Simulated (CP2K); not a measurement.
**As under changes of volume**

One of the cells (21.530 Å³/atom); the others are scaled copies at fixed shape and fractional positions:

```xyz
2
Lattice="4.1310 0.0000 0.0000 2.4184 3.3491 0.0000 2.4184 1.2367 3.1124" Properties=species:S:1:pos:R:3 pbc="T T T"
As    2.0267    1.0364    0.7034
As    6.9411    3.5494    2.4090
```

| Quantity | Value |
| --- | --- |
| Program | CP2K 2026.2 |
| Functional | PBEsol |
| Potentials or basis | POTENTIAL_UZH As GTH-PBE-q5; TZVP-MOLOPT-PBE-GTH basis |
| Density cutoff | 6123 eV |
| k mesh | 9 × 9 × 9 |
| Occupations | fermi-dirac, width 0.05 eV |
| Spin | no spin polarisation |

```tsv
volume (Å³/atom)	energy over the lowest point (meV/atom)	pressure (GPa)	largest force (eV/Å)
20.239	49.93	8.6	1.130
20.669	?	?	?
21.100	15.27	4.4	0.792
21.530	5.76	2.7	0.639
21.961	0.81	1.0	0.496
22.392	0.00	-0.4	0.360
22.822	2.94	-1.7	0.233
```

Question: What does the run at 20.669 Å³/atom give?

Answer: Energy over the lowest point 29.82 meV/atom; pressure 6.4 GPa; largest force 0.955 eV/Å.

Worked out: A Birch-Murnaghan fit of order 3 (a polynomial in V^(-2/3)) to the other rows has its minimum at 22.26 Å³/atom with B0 = V·E''(V) = 74 GPa and B' = 4.0 at fixed shape and positions, which overstates the stiffness. It gives 29.84 meV/atom at 20.669 Å³/atom, against the run's 29.82, and -dE/dV = 6.4 GPa, against 6.4.

Energies are extrapolated to zero smearing.

Caveats: the potentials were made for another functional, which shifts forces and pressure; the basis of atomic orbitals isn't converged, which shifts pressures, moduli and gaps.
